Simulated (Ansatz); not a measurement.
**Tantalum, omega (AlB2-type) under LDA: ground state and equation of state**

The plan for tantalum in the omega (AlB2-type) structure: relax it, solve it on a dense k-mesh, then scale the cell to 7 volumes from 88 to 112 % of the relaxed one and try a fit of the equation of state. Spin polarisation is left out. The k-meshes are 8×8×11 for the relaxation; 10×10×15 for the dense run; 9×9×13 for the volumes.

Method: DFT LDA (PW92), plane waves (420 eV) with PAW, scalar-relativistic; the PAW data stem from PBE, with regenerated cores, in Ansatz 0.2.0.

### Step 1. The starting structure

Symmetry: P6/mmm, No. 191, hexagonal system. Conventional cell: a = 4.674 Å, b = 4.674 Å, c = 2.865 Å, α = 90.00°, β = 90.00°, γ = 120.00°. Ta (site symmetry 6/mmm) is surrounded by 14 Ta at 2.86 to 3.05 Å. Ta (site symmetry -6m2) has 11 Ta at 2.70 to 3.05 Å as nearest neighbours.

Structure file:

```cif
data_structure
_symmetry_space_group_name_H-M 'P6/mmm'
_symmetry_Int_Tables_number 191
_cell_length_a 4.6735
_cell_length_b 4.6735
_cell_length_c 2.8649
_cell_angle_alpha 90.000
_cell_angle_beta 90.000
_cell_angle_gamma 120.000
_cell_volume 54.19
loop_
_atom_site_label
_atom_site_type_symbol
_atom_site_symmetry_multiplicity
_atom_site_Wyckoff_symbol
_atom_site_fract_x
_atom_site_fract_y
_atom_site_fract_z
_atom_site_occupancy
Ta1 Ta 1 a 0.00000 0.00000 0.00000 1
Ta2 Ta 2 d 0.33333 0.66667 0.50000 1
```

### Step 2. Geometry optimisation

File input.yaml:

```yaml
crystal:
  lattice:
    - [4.6735112553, 0.0, 0.0]
    - [-2.3367556276, 4.047379472, 0.0]
    - [0.0, 0.0, 2.8648623995]
  atoms:
    - { symbol: Ta, position: [0.0, 0.0, 0.0] }
    - { symbol: Ta, position: [0.3333333333, 0.6666666667, 0.5] }
    - { symbol: Ta, position: [0.6666666667, 0.3333333333, 0.5] }
hamiltonian:
  xc: lda
  pseudopotentials:
    kind: paw
    azcp:
      Ta: "pseudopotentials/Ta.paw.azcp"
basis:
  ecutwfc: 420
  fft_grid_basis: typed
kpoints:
  mp_grid: { grid: [8, 8, 11], shift: [0, 0, 0] }
magnetization:
  spin_polarized: false
scf:
  occupations: { method: fermi_dirac, width: 0.1 }
relax:
  max_steps: 60
  f_tol: 0.01
  cell: {}
```

The log of the run:

```text
Warning: <dir> the record states the generating functional pbe (its physics header spells it `PBE`), which answers neither for hamiltonian.xc's functional nor for the lda family's — results may be inconsistent (PPs are generated against a specific XC)
Warning: RAYON_NUM_THREADS=2 ignored (pool sized by the plan → 2); use --threads N
Engine: ansatz 0.2.0, aarch64-unknown-linux-gnu
Pseudopotentials: kind: paw
Pseudopotential: Ta, paw, valence charge 13, recommended cutoff 420 eV (normal), <dir>
Functional definition: SPW92
  exchange = slater_x
  correlation = pw_c
Crystal: 3 atoms, lattice volume = 54.190 Å³
Basis set: ecut = 420 eV, 1071 PW (Γ)
Bands: 24, of which v1, the nominal top of the filled ones, is band 20 counted from 1 (19 counted from 0)
Symmetry: 24 space group operations
Space group: P6/mmm (ITA 191), of the structure as read, at distance tolerance 3.8e-5 Å
k-points: 60 of 704
Non-local potential: Ta, projectors of the file, l = 0: 3, l = 1: 2, l = 2: 2, l = 3: 1
PAW form: soft (Blöchl's): semilocal exchange-correlation on the pseudo side does not see the compensation charge
PAW frozen core: Ta, regenerated for the run's functional, and the local potential with it (the file was generated under x = pbe(κ = 0.804, μ = 0.2195149727645171), c = pbe(β = 0.06672455060314922))
PAW one-centre angular grid: Ta, 590 points (default); XC on 64 Gauss nodes
Initial density: superposition of atomic densities (neutral atoms: chi_scale 0, normalization atom), corrected by the library's trained network
Initial wavefunctions: pseudopotential atomic-orbital guess
Functional: x = slater, c = lda
SCF iter   1: F=—  HF=-29046.898047 eV  |F-HF|=—  |Δ(HF+E_count)|=         —  Δρ=1.42e-2  dr2=2.04e-1  ethr=1.77e-3  ⟨swp⟩=4.9  Hψ=5966  notcnv=0
preconditioner: auto → none  [metal: Δε(μ)=0.030 eV  Ē_g=4.000 eV  σ=0.100 eV  W_gap=0.07  n_scr=8 (ndim 8)  ℏωp=19.5 eV  f_vac=0.000  D(μ)=2.95/eV (n_scr^D=32)  sad-step TF]
SCF iter   2: F=—  HF=-29046.882154 eV  |F-HF|=—  |Δ(HF+E_count)|=   1.59e-2  Δρ=9.70e-3  dr2=1.16e-1  ethr=5.24e-4  ⟨swp⟩=1.0  Hψ=1920  notcnv=0
SCF iter   3: F=—  HF=-29046.864070 eV  |F-HF|=—  |Δ(HF+E_count)|=   1.81e-2  Δρ=1.63e-3  dr2=1.33e-3  ethr=2.97e-4  ⟨swp⟩=2.0  Hψ=1903  notcnv=0
SCF iter   4: F=—  HF=-29046.863847 eV  |F-HF|=—  |Δ(HF+E_count)|=   2.23e-4  Δρ=3.33e-4  dr2=1.26e-4  ethr=3.40e-6  ⟨swp⟩=2.0  Hψ=1912  notcnv=0
SCF iter   5: F=—  HF=-29046.863827 eV  |F-HF|=—  |Δ(HF+E_count)|=   1.99e-5  Δρ=7.75e-5  dr2=5.45e-6  ethr=3.22e-7  ⟨swp⟩=2.1  Hψ=1790  notcnv=0
SCF iter   6: F=—  HF=-29046.863826 eV  |F-HF|=—  |Δ(HF+E_count)|=   7.08e-7  Δρ=1.45e-5  dr2=1.15e-7  ethr=1.40e-8  ⟨swp⟩=2.0  Hψ=1834  notcnv=0
SCF iter   7: F=-29046.863826 eV  HF=-29046.863826 eV  |F-HF|=8.40e-10  |Δ(HF+E_count)|=   1.41e-8  Δρ=3.61e-6  dr2=3.03e-9  ethr=2.56e-10  ⟨swp⟩=4.0  Hψ=4506  notcnv=0
SCF 1 converged in 7 iterations: F = -29046.863826 eV  dr2 = 3.03e-9
relax step   1: F+E_penalty+E_count = -29046.86382637 eV  Δ(F+E_penalty+E_count) = +0.000e0 eV  max|allowed force component| = 1.295e-16 eV/Å  Δτ_max = 0.0000 Å  P = -5.496 GPa  Ω = 54.190 Å³  (7 SCF iters, dr2 threshold 1.00e-7 eV, accepted)
Crystal: 3 atoms, lattice volume = 52.182 Å³
Basis set: ecut = 420 eV, 1023 PW (Γ)
Initial density: handed on by an earlier stage of this run
Initial wavefunctions: those handed on with the density
iter 1 solved again at ethr=1.40e-4 eV; its pass at ethr=3.10e-3 eV (dr2=5.44e-2 eV) is discarded
SCF iter   1: F=—  HF=-29047.137178 eV  |F-HF|=—  |Δ(HF+E_count)|=         —  Δρ=9.68e-3  dr2=5.59e-2  ethr=1.40e-4  ⟨swp⟩=1.1  Hψ=9061  notcnv=0
preconditioner: auto → none  [metal: Δε(μ)=0.074 eV  Ē_g=4.232 eV  σ=0.100 eV  W_gap=0.18  n_scr=8 (ndim 8)  ℏωp=19.9 eV  f_vac=0.000  D(μ)=2.84/eV (n_scr^D=32)]
SCF iter   2: F=—  HF=-29047.119619 eV  |F-HF|=—  |Δ(HF+E_count)|=   1.76e-2  Δρ=2.32e-3  dr2=1.63e-3  ethr=1.40e-4  ⟨swp⟩=2.2  Hψ=1769  notcnv=0
SCF iter   3: F=—  HF=-29047.119315 eV  |F-HF|=—  |Δ(HF+E_count)|=   3.04e-4  Δρ=6.07e-4  dr2=6.10e-5  ethr=4.18e-6  ⟨swp⟩=2.4  Hψ=2120  notcnv=0
SCF iter   4: F=—  HF=-29047.119330 eV  |F-HF|=—  |Δ(HF+E_count)|=   1.49e-5  Δρ=9.88e-5  dr2=4.34e-6  ethr=1.56e-7  ⟨swp⟩=1.6  Hψ=1794  notcnv=0
iter 5 did not close the SCF: its close was put off for the readings that it lacked (scf_convergence_deferred on its scf_iter line)
SCF iter   5: F=-29047.119330 eV  HF=-29047.119330 eV  |F-HF|=5.33e-8  |Δ(HF+E_count)|=   1.53e-7  Δρ=1.20e-5  dr2=8.67e-8  ethr=1.11e-8  ⟨swp⟩=2.1  Hψ=1855  notcnv=0
SCF iter   6: F=-29047.119330 eV  HF=-29047.119330 eV  |F-HF|=1.82e-11  |Δ(HF+E_count)|=   1.41e-8  Δρ=3.10e-6  dr2=1.71e-9  ethr=2.22e-10  ⟨swp⟩=2.1  Hψ=4753  notcnv=0
SCF 2 converged in 6 iterations: F = -29047.119330 eV  dr2 = 1.71e-9
relax step   2: F+E_penalty+E_count = -29047.11932993 eV  Δ(F+E_penalty+E_count) = -2.555e-1 eV  max|allowed force component| = 1.110e-16 eV/Å  Δτ_max = 0.0000 Å  P = +1.446 GPa  Ω = 52.182 Å³  energy of the carried Pulay correction = +5.279e-4 eV  (6 SCF iters, dr2 threshold 3.00e-7 eV, accepted)
Crystal: 3 atoms, lattice volume = 53.390 Å³
Basis set: ecut = 420 eV, 1035 PW (Γ)
iter 1 solved again at ethr=1.33e-4 eV; its pass at ethr=3.10e-3 eV (dr2=5.17e-2 eV) is discarded
SCF iter   1: F=—  HF=-29047.129908 eV  |F-HF|=—  |Δ(HF+E_count)|=         —  Δρ=9.45e-3  dr2=5.23e-2  ethr=1.33e-4  ⟨swp⟩=1.0  Hψ=9332  notcnv=0
preconditioner: auto → none  [metal: Δε(μ)=0.019 eV  Ē_g=4.251 eV  σ=0.100 eV  W_gap=0.05  n_scr=8 (ndim 8)  ℏωp=19.7 eV  f_vac=0.000  D(μ)=3.12/eV (n_scr^D=32)]
SCF iter   2: F=—  HF=-29047.110546 eV  |F-HF|=—  |Δ(HF+E_count)|=   1.94e-2  Δρ=2.06e-3  dr2=1.27e-3  ethr=1.33e-4  ⟨swp⟩=2.3  Hψ=1973  notcnv=0
SCF iter   3: F=—  HF=-29047.110246 eV  |F-HF|=—  |Δ(HF+E_count)|=   3.00e-4  Δρ=6.57e-4  dr2=7.46e-5  ethr=3.26e-6  ⟨swp⟩=2.5  Hψ=2341  notcnv=0
SCF iter   4: F=—  HF=-29047.110248 eV  |F-HF|=—  |Δ(HF+E_count)|=   2.57e-6  Δρ=1.94e-4  dr2=7.33e-6  ethr=1.91e-7  ⟨swp⟩=1.7  Hψ=1670  notcnv=0
iter 5 did not close the SCF: its close was put off for the readings that it lacked (scf_convergence_deferred on its scf_iter line)
SCF iter   5: F=-29047.110249 eV  HF=-29047.110249 eV  |F-HF|=1.99e-8  |Δ(HF+E_count)|=   5.52e-7  Δρ=1.74e-5  dr2=8.26e-8  ethr=1.88e-8  ⟨swp⟩=1.8  Hψ=1617  notcnv=0
SCF iter   6: F=-29047.110249 eV  HF=-29047.110249 eV  |F-HF|=8.22e-10  |Δ(HF+E_count)|=  1.09e-10  Δρ=3.69e-6  dr2=3.05e-9  ethr=2.12e-10  ⟨swp⟩=2.1  Hψ=5057  notcnv=0
SCF 3 converged in 6 iterations: F = -29047.110249 eV  dr2 = 3.05e-9
relax step   3: F+E_penalty+E_count = -29047.11024882 eV  Δ(F+E_penalty+E_count) = +9.081e-3 eV  max|allowed force component| = 6.785e-17 eV/Å  Δτ_max = 0.0000 Å  P = -2.320 GPa  Ω = 53.390 Å³  energy of the carried Pulay correction = +1.995e-4 eV  (6 SCF iters, dr2 threshold 3.00e-7 eV, rejected (line search))
Crystal: 3 atoms, lattice volume = 52.676 Å³
iter 1 solved again at ethr=3.10e-5 eV; its pass at ethr=3.10e-3 eV (dr2=1.21e-2 eV) is discarded
SCF iter   1: F=—  HF=-29047.166235 eV  |F-HF|=—  |Δ(HF+E_count)|=         —  Δρ=4.66e-3  dr2=1.28e-2  ethr=3.10e-5  ⟨swp⟩=1.5  Hψ=8446  notcnv=0
preconditioner: auto → none  [metal: Δε(μ)=0.058 eV  Ē_g=4.247 eV  σ=0.100 eV  W_gap=0.14  n_scr=8 (ndim 8)  ℏωp=19.8 eV  f_vac=0.000  D(μ)=2.88/eV (n_scr^D=32)]
SCF iter   2: F=—  HF=-29047.161413 eV  |F-HF|=—  |Δ(HF+E_count)|=   4.82e-3  Δρ=1.16e-3  dr2=4.17e-4  ethr=3.10e-5  ⟨swp⟩=2.2  Hψ=1939  notcnv=0
SCF iter   3: F=—  HF=-29047.161302 eV  |F-HF|=—  |Δ(HF+E_count)|=   1.11e-4  Δρ=3.36e-4  dr2=1.77e-5  ethr=1.07e-6  ⟨swp⟩=2.5  Hψ=2228  notcnv=0
SCF iter   4: F=—  HF=-29047.161306 eV  |F-HF|=—  |Δ(HF+E_count)|=   3.94e-6  Δρ=9.72e-5  dr2=1.70e-6  ethr=4.55e-8  ⟨swp⟩=1.9  Hψ=1841  notcnv=0
SCF iter   5: F=—  HF=-29047.161306 eV  |F-HF|=—  |Δ(HF+E_count)|=   5.17e-8  Δρ=8.30e-6  dr2=2.22e-8  ethr=4.36e-9  ⟨swp⟩=1.6  Hψ=1580  notcnv=0
SCF iter   6: F=—  HF=-29047.161306 eV  |F-HF|=—  |Δ(HF+E_count)|=  5.97e-10  Δρ=1.80e-6  dr2=6.80e-10  ethr=5.68e-11  ⟨swp⟩=2.2  Hψ=2126  notcnv=0
SCF iter   7: F=-29047.161306 eV  HF=-29047.161306 eV  |F-HF|=0.00e0  |Δ(HF+E_count)|=  6.91e-11  Δρ=1.58e-7  dr2=7.17e-12  ethr=1.00e-12  ⟨swp⟩=6.0  Hψ=6858  notcnv=0
SCF 4 converged in 7 iterations: F = -29047.161306 eV  dr2 = 7.17e-12
relax step   4: F+E_penalty+E_count = -29047.16130593 eV  Δ(F+E_penalty+E_count) = -4.198e-2 eV  max|allowed force component| = 3.701e-17 eV/Å  Δτ_max = 0.0000 Å  P = -0.315 GPa  Ω = 52.676 Å³  energy of the carried Pulay correction = +3.925e-4 eV  (7 SCF iters, accepted)
Crystal: 3 atoms, lattice volume = 52.599 Å³
iter 1 solved again at ethr=1.24e-8 eV; its pass at ethr=3.10e-3 eV (dr2=4.85e-6 eV) is discarded
SCF iter   1: F=—  HF=-29047.161428 eV  |F-HF|=—  |Δ(HF+E_count)|=         —  Δρ=1.15e-4  dr2=7.59e-6  ethr=1.24e-8  ⟨swp⟩=3.0  Hψ=8591  notcnv=0
preconditioner: auto → none  [metal: Δε(μ)=0.053 eV  Ē_g=4.257 eV  σ=0.100 eV  W_gap=0.13  n_scr=8 (ndim 8)  ℏωp=19.8 eV  f_vac=0.000  D(μ)=2.93/eV (n_scr^D=32)]
iter 2 did not close the SCF: its close was put off for the readings that it lacked (scf_convergence_deferred on its scf_iter line)
SCF iter   2: F=-29047.161426 eV  HF=-29047.161426 eV  |F-HF|=8.63e-8  |Δ(HF+E_count)|=   2.20e-6  Δρ=2.94e-5  dr2=2.36e-7  ethr=1.24e-8  ⟨swp⟩=2.3  Hψ=2150  notcnv=0
iter 3 did not close the SCF: its close was put off for the readings that it lacked (scf_convergence_deferred on its scf_iter line)
SCF iter   3: F=-29047.161426 eV  HF=-29047.161426 eV  |F-HF|=2.43e-8  |Δ(HF+E_count)|=   1.07e-7  Δρ=8.73e-6  dr2=1.02e-8  ethr=6.05e-10  ⟨swp⟩=2.4  Hψ=2021  notcnv=0
iter 4 did not close the SCF: its close was put off for the readings that it lacked (scf_convergence_deferred on its scf_iter line)
SCF iter   4: F=-29047.161426 eV  HF=-29047.161426 eV  |F-HF|=1.06e-9  |Δ(HF+E_count)|=   2.59e-8  Δρ=1.07e-6  dr2=1.37e-9  ethr=2.61e-11  ⟨swp⟩=2.2  Hψ=2124  notcnv=0
iter 5 did not close the SCF: its close was put off for the readings that it lacked (scf_convergence_deferred on its scf_iter line)
SCF iter   5: F=-29047.161426 eV  HF=-29047.161426 eV  |F-HF|=1.09e-11  |Δ(HF+E_count)|=  2.11e-10  Δρ=1.58e-7  dr2=7.51e-12  ethr=3.51e-12  ⟨swp⟩=2.1  Hψ=1857  notcnv=0
SCF iter   6: F=-29047.161426 eV  HF=-29047.161426 eV  |F-HF|=0.00e0  |Δ(HF+E_count)|=    0.00e0  Δρ=3.40e-8  dr2=3.56e-13  ethr=1.00e-12  ⟨swp⟩=1.0  Hψ=3120  notcnv=0
SCF 5 converged in 6 iterations: F = -29047.161426 eV  dr2 = 3.56e-13
relax step   5: F+E_penalty+E_count = -29047.16142578 eV  Δ(F+E_penalty+E_count) = -1.199e-4 eV  max|allowed force component| = 9.252e-17 eV/Å  Δτ_max = 0.0000 Å  P = -0.004 GPa  Ω = 52.599 Å³  energy of the carried Pulay correction = +4.130e-4 eV  (6 SCF iters, dr2 threshold 3.00e-7 eV, accepted)
Initial wavefunctions: pseudopotential atomic-orbital guess (no wavefunctions were taken with the density)
iter 1 solved again at ethr=3.53e-8 eV; its pass at ethr=3.10e-3 eV (dr2=1.38e-5 eV) is discarded
SCF iter   1: F=—  HF=-29047.161434 eV  |F-HF|=—  |Δ(HF+E_count)|=         —  Δρ=2.28e-4  dr2=6.83e-7  ethr=3.53e-8  ⟨swp⟩=3.5  Hψ=9990  notcnv=0
SCF iter   2: F=—  HF=-29047.161439 eV  |F-HF|=—  |Δ(HF+E_count)|=   4.41e-6  Δρ=1.14e-4  dr2=1.69e-7  ethr=1.75e-9  ⟨swp⟩=1.0  Hψ=1440  notcnv=0
SCF iter   3: F=—  HF=-29047.161441 eV  |F-HF|=—  |Δ(HF+E_count)|=   2.34e-6  Δρ=8.81e-7  dr2=3.28e-10  ethr=4.33e-10  ⟨swp⟩=1.0  Hψ=1440  notcnv=0
iter 4 did not close the SCF: its close was put off for the readings that it lacked (scf_convergence_deferred on its scf_iter line)
SCF iter   4: F=-29047.161441 eV  HF=-29047.161441 eV  |F-HF|=0.00e0  |Δ(HF+E_count)|=  2.55e-11  Δρ=2.41e-7  dr2=1.37e-11  ethr=1.00e-12  ⟨swp⟩=2.6  Hψ=2642  notcnv=0
iter 5 did not close the SCF: its close was put off for the readings that it lacked (scf_convergence_deferred on its scf_iter line)
SCF iter   5: F=-29047.161441 eV  HF=-29047.161441 eV  |F-HF|=7.28e-12  |Δ(HF+E_count)|=    0.00e0  Δρ=4.54e-8  dr2=8.73e-13  ethr=1.00e-12  ⟨swp⟩=1.0  Hψ=1440  notcnv=0
iter 6 did not close the SCF: its close was put off for the readings that it lacked (scf_convergence_deferred on its scf_iter line)
SCF iter   6: F=-29047.161441 eV  HF=-29047.161441 eV  |F-HF|=7.28e-12  |Δ(HF+E_count)|=  7.28e-12  Δρ=7.29e-9  dr2=1.96e-14  ethr=1.00e-12  ⟨swp⟩=1.0  Hψ=1440  notcnv=0
iter 7 did not close the SCF: its close was put off for the readings that it lacked (scf_convergence_deferred on its scf_iter line)
SCF iter   7: F=-29047.161441 eV  HF=-29047.161441 eV  |F-HF|=3.64e-12  |Δ(HF+E_count)|=  1.09e-11  Δρ=1.59e-9  dr2=1.64e-15  ethr=1.00e-12  ⟨swp⟩=1.0  Hψ=1440  notcnv=0
SCF iter   8: F=-29047.161441 eV  HF=-29047.161441 eV  |F-HF|=1.46e-11  |Δ(HF+E_count)|=  1.82e-11  Δρ=5.49e-10  dr2=1.22e-16  ethr=1.00e-12  ⟨swp⟩=2.1  Hψ=3816  notcnv=0
SCF 6 converged in 8 iterations: F = -29047.161441 eV  dr2 = 1.22e-16
relax step   6: F+E_penalty+E_count = -29047.16144098 eV  Δ(F+E_penalty+E_count) = -1.520e-5 eV  max|allowed force component| = 1.110e-16 eV/Å  Δτ_max = 0.0000 Å  P = -0.005 GPa  Ω = 52.599 Å³  stress off target by 3.31e-2 GPa  SCF on the basis re-selected at this cell (its energy is not comparable with the rows above)  (8 SCF iters)
basis re-selected at this cell: Δ(F+E_penalty+E_count) = -1.520e-5 eV, ΔP = -0.002 GPa vs the last step (what re-selecting the basis moved, of the pressure what is left beyond the Pulay correction that the steps carried, after the strain that the cell walked since its last selection, with what the two solves' SCF thresholds leave and, on support functions, any second-order correction that the steps lacked; it is no measure of the basis error at this ecutwfc). The dense FFT grid was sized anew with the basis: this SCF ran on 32×32×18 points, the steps before it on 32×32×20, so part of this shift can come from that change (see relax.cell in the input reference). This SCF's stress stands 3.31e-2 GPa from its target on what of the cell is left free (relax.cell.stress_tol is 5.00e-2 GPa) and its largest allowed force component is 1.11e-16 eV/Å (relax.f_tol is 1.00e-2 eV/Å): within both
SCF converged after 8 iterations
Free energy (F): -29047.161441 eV
Harris-Foulkes:  -29047.161441 eV  (|F-HF|=1.46e-11)
Internal energy: -29047.064622 eV  (E = F + TS)
E sigma→0 (E₀):  -29047.113031 eV
Entropy (-TS):   -0.096819 eV (-32.273 meV/atom)
Fermi energy:    19.169168 eV
--- Per-component energies (eV) ---
  E_band       = -300.287933
  E_kinetic    = 1103.107983
  E_local      = -1632.930890  (includes V_loc(G=0)·N_el)
  E_nonlocal   = 63.684942
  E_hartree    = 567.316973
  E_xc         = -651.715678
  E_vxc        = -613.760686  (∫ρ·V_xc dr)
  E_paw        = -24447.524757  (= ΣΔE_a)
  E_vpaw       = -355.023727  (= ΣTr[D̂ρ^β])
  E_aug_tail   = 0.000499  (compensation charges beyond the density's cutoff)
  E_ewald      = -4049.780402
  E_core_change = 0.776708  (= ΣΔE_core)
  E_smearing   = -0.096819  (= −TS)
  E_closure    = 0.000000  (closes the sum)
  Σ components = -29047.161441   (vs F -29047.161441, Δ=0.00e0)
--- Forces (eV/Å), atoms counted from 1 ---
  atom   1  Ta    -0.00000000     0.00000000    -0.00000000
  atom   2  Ta     0.00000000     0.00000000     0.00000000
  atom   3  Ta    -0.00000000    -0.00000000    -0.00000000
  max |Σ_I F_I| component: 2.78e-17 eV/Å
--- Stress (GPa, compression-positive) ---
        0.008580      -0.000000       0.000000
       -0.000000       0.008580       0.000000
        0.000000       0.000000      -0.033075
  P = ⅓ Tr σ = -0.0053 GPa (-0.053 kbar)
--- Relaxed structure (5 steps of the walk, 4 accepted, 1 SCFs on fresh bases) ---
  F+E_penalty+E_count = -29047.16144098 eV   max|allowed force component| = 1.110e-16 eV/Å   (the final SCF, on the basis selected at the relaxed cell)
  cell:  # Å, volume = 52.5989 Å³
    - [4.765996643388459, -2.943863466175078e-11, 0.0]
    - [-2.382998321668735, 4.1274741675404885, 0.0]
    - [0.0, 0.0, 2.6738602232144544]
  atoms:
    - { symbol: Ta, position: [-9.42965098521256e-36, -2.114871783328946e-35, 0.0] }
    - { symbol: Ta, position: [0.33333333333333337, 0.6666666666666666, 0.5] }
    - { symbol: Ta, position: [0.6666666666666667, 0.33333333333333337, 0.5] }
```

It took 11 s on 2 threads of Arm Neoverse V1, shared host; peak memory 0.33 GiB.

Step by step:

| step | energy change (meV/atom) | largest force (eV/Å) | pressure (GPa) | volume (Å³/atom) | accepted |
| --- | --- | --- | --- | --- | --- |
| 1 | 0.00 | 0.0000 | -5.50 | 18.063 | yes |
| 2 | -85.17 | 0.0000 | 1.45 | 17.394 | yes |
| 3 | -82.14 | 0.0000 | -2.32 | 17.797 | no |
| 4 | -99.16 | 0.0000 | -0.31 | 17.559 | yes |
| 5 | -99.20 | 0.0000 | 0.00 | 17.533 | yes |
| 6 | -99.20 | 0.0000 | -0.01 | 17.533 | yes |

Steps that repeat a cell are solved on a basis chosen anew, so their changes of energy are no gain of the relaxation.

The cell of the run, before and after:

|  | before | after | change |
| --- | --- | --- | --- |
| a (Å) | 4.674 | 4.766 | +2.0 % |
| b (Å) | 4.674 | 4.766 | +2.0 % |
| c (Å) | 2.865 | 2.674 | -6.7 % |
| volume (Å³/atom) | 18.063 | 17.533 | -2.9 % |
| shortest distance (Å) | 2.698 | 2.674 | -0.9 % |
| space group (spins left aside) | P6/mmm | P6/mmm | same |

### Step 3. The energy on a finer k-mesh

File input.yaml:

```yaml
crystal:
  lattice:
    - [4.7659966434, 0.0, 0.0]
    - [-2.3829983217, 4.1274741675, 0.0]
    - [0.0, 0.0, 2.6738602232]
  atoms:
    - { symbol: Ta, position: [1.0, 1.0, 0.0] }
    - { symbol: Ta, position: [0.3333333333, 0.6666666667, 0.5] }
    - { symbol: Ta, position: [0.6666666667, 0.3333333333, 0.5] }
hamiltonian:
  xc: lda
  pseudopotentials:
    kind: paw
    azcp:
      Ta: "pseudopotentials/Ta.paw.azcp"
basis:
  ecutwfc: 420
  fft_grid_basis: typed
kpoints:
  mp_grid: { grid: [10, 10, 15], shift: [0, 0, 0] }
magnetization:
  spin_polarized: false
scf:
  occupations: { method: fermi_dirac, width: 0.1 }
```

The log of the run, cut to the lines that bear on the results:

```text
Warning: <dir> the record states the generating functional pbe (its physics header spells it `PBE`), which answers neither for hamiltonian.xc's functional nor for the lda family's — results may be inconsistent (PPs are generated against a specific XC)
Warning: RAYON_NUM_THREADS=2 ignored (pool sized by the plan → 2); use --threads N
[...]
[... 3 set-up lines as earlier in the session ...]
[...]
Crystal: 3 atoms, lattice volume = 52.599 Å³
Basis set: ecut = 420 eV, 1023 PW (Γ)
Bands: 24, of which v1, the nominal top of the filled ones, is band 20 counted from 1 (19 counted from 0)
[... 1 set-up line as earlier in the session ...]
Space group: P6/mmm (ITA 191), of the structure as read, at distance tolerance 3.7e-5 Å
k-points: 112 of 1500
[...]
SCF iter   1: F=—  HF=-29047.194694 eV  |F-HF|=—  |Δ(HF+E_count)|=         —  Δρ=1.32e-2  dr2=1.29e-1  ethr=1.77e-3  ⟨swp⟩=5.0  Hψ=11160  notcnv=0
[...]
SCF iter   6: F=-29047.167798 eV  HF=-29047.167798 eV  |F-HF|=2.07e-9  |Δ(HF+E_count)|=   2.53e-7  Δρ=7.65e-6  dr2=9.16e-9  ethr=2.56e-10  ⟨swp⟩=3.0  Hψ=6667  notcnv=0
[...]
SCF converged after 6 iterations
Free energy (F): -29047.167798 eV
[...]
E sigma→0 (E₀):  -29047.121224 eV
Entropy (-TS):   -0.093148 eV (-31.049 meV/atom)
Fermi energy:    19.173221 eV
[...]
```

Wall time 2.6 s (2 threads of Arm Neoverse V1, shared host); peak memory 0.35 GiB.

[end of part 1 of 2]
